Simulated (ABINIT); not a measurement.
Crystal: Bi.

```
Bi
1.0
    -1.98143    1.98143    1.98143
     1.98143   -1.98143    1.98143
     1.98143    1.98143   -1.98143
Bi
1
Direct
  0.00000 0.00000 0.00000
```

This isn't the form of Bi at room conditions, which is rhombohedral.

| Property | Result |
| --- | --- |
| Program | ABINIT 10.8.3 (patched build) |
| Task | single point |
| Functional | PBEsol |
| Potentials or basis | PseudoDojo NC SR PBEsol v0.4.1 standard |
| Cutoff | 898 eV |
| k mesh | 9 × 9 × 9 |
| Occupations | fermi-dirac, width 0.05 eV |
| Spin | no spin polarisation |

On this cell: pressure -1.9 GPa; band gap on the k mesh none (metal or under the smearing width).

The same run follows on a disturbed copy (cell strained at random at fixed volume):

```xyz
1
Lattice="-2.0511 1.9323 1.9637 2.0091 -1.9541 1.9436 2.0700 1.9730 -1.9856" Properties=species:S:1:pos:R:3 pbc="T T T"
Bi   -0.0472   -0.0316   -0.0216
```

Task: What changes?

Result: The energy (extrapolated to zero smearing) moves by +5.8 meV/atom; pressure -1.9 GPa; band gap on the k mesh none (metal or under the smearing width).

Stress tensor (GPa, compression positive):
```
-2.60 -0.11  0.41
-0.11 -1.53  0.09
 0.41  0.09 -1.56
```

Caveats: spin-orbit coupling is left out, which moves the levels of the heavy elements.
